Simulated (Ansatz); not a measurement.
# GaAs: the cost of one run

Method: DFT PBEsol, scalar-relativistic, plane waves, PAW, in Ansatz 0.2.0.

That is the level of the relaxation; later steps name their own.

1 further run of the same task is left out (set aside as unsound or not needed).

### 1 Starting point

Symmetry: F-43m, No. 216, cubic system. Conventional cell: a = 5.658 Å, b = 5.658 Å, c = 5.658 Å, α = 90.00°, β = 90.00°, γ = 90.00°. Around Ga (site symmetry -43m) lie 4 As at 2.45 Å. As (site symmetry -43m) is surrounded by 4 Ga at 2.45 Å.

Structure file:

```cif
data_structure
_symmetry_space_group_name_H-M 'F-43m'
_symmetry_Int_Tables_number 216
_cell_length_a 5.6583
_cell_length_b 5.6583
_cell_length_c 5.6583
_cell_angle_alpha 90.000
_cell_angle_beta 90.000
_cell_angle_gamma 90.000
_cell_volume 181.16
loop_
_atom_site_label
_atom_site_type_symbol
_atom_site_symmetry_multiplicity
_atom_site_Wyckoff_symbol
_atom_site_fract_x
_atom_site_fract_y
_atom_site_fract_z
_atom_site_occupancy
Ga1 Ga 4 a 0.00000 0.00000 0.00000 1
As1 As 4 d 0.25000 0.25000 0.75000 1
```

It is the result of an earlier relaxation at this level (volume 22.64 Å³/atom; gap on the mesh: 0.42 eV).

### 2 Band edges over the whole zone

The input, input.yaml:

```yaml
crystal:
  lattice:
    - [0.0, 2.8291375184, 2.8291375184]
    - [2.8291375184, 0.0, 2.8291375184]
    - [2.8291375184, 2.8291375184, 0.0]
  atoms:
    - { symbol: Ga, position: [0.0, 0.0, 0.0] }
    - { symbol: As, position: [0.25, 0.25, 0.25] }
basis:
  ecutwfc: 420
kpoints:
  mp_grid: { grid: [12, 12, 12] }
  band_path: { path: [VBM, CBM], npoints: 2 }
hamiltonian:
  xc: pbesol
scf:
  occupations: { method: gaussian, width: 0.02 }
output:
  forces: true
  stress: true
  eigenvalues: true
```

Run with:

```sh
ansatz run input.yaml --threads 2 --pin off --max-ram 5120MiB --backend cpu --events-out ev --progress --plain --runs-dir out
```

What time and memory should one allow on 2 threads of Intel Xeon Platinum 8375C at 2.90GHz (Ice Lake), shared host?

About 3.4 s, with a peak of 0.43 GiB.
